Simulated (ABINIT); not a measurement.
**ZnO (zincite) in ABINIT: the effect of potentials**

The system is ZnO (zincite).

```xyz
4
Lattice="3.2493 0.0000 0.0000 -1.6247 2.8140 0.0000 0.0000 0.0000 5.2057" Properties=species:S:1:pos:R:3 pbc="T T T"
Zn    1.6247    0.9380    0.0000
Zn    0.0000    1.8760    2.6029
O     0.0000    1.8760    4.5759
O     1.6247    0.9380    1.9730
```

Alike in all runs:

| Property | Result |
| --- | --- |
| Program | ABINIT 10.8.3 (patched build) |
| Task | single point |
| Functional | r2SCAN |
| k mesh | 7 × 7 × 4 |
| Occupations | fermi-dirac, width 0.05 eV |
| Spin | no spin polarisation |

| potentials | cutoff | gap on the mesh (eV) | pressure (GPa) |
| --- | --- | --- | --- |
| Ansatz PAW PBE default generated set, frozen core | 517 eV | 1.24 | -1.2 |
| JTH PAW PBE v2.0 | 762 eV | 1.21 | -1.2 |
| SG15 NC PBE v1.2 | 1361 eV | 1.27 | -0.6 |
| PseudoDojo NC SR PBE v0.4.1 standard | 1361 eV | ? | ? |

Problem. What does the run with potentials PseudoDojo NC SR PBE v0.4.1 standard give?

Solution. gap on the mesh 1.06 eV; pressure -0.8 GPa.

Caveats: the PAW data sets were made with another functional, which shifts forces and pressure a little (some runs); the potentials were made for another functional, which shifts forces and pressure (some runs); the atomic spheres overlap (some runs); a meta-GGA on potentials with a model core is unreliable (some runs).

The runs don't all hold the same shells in valence.
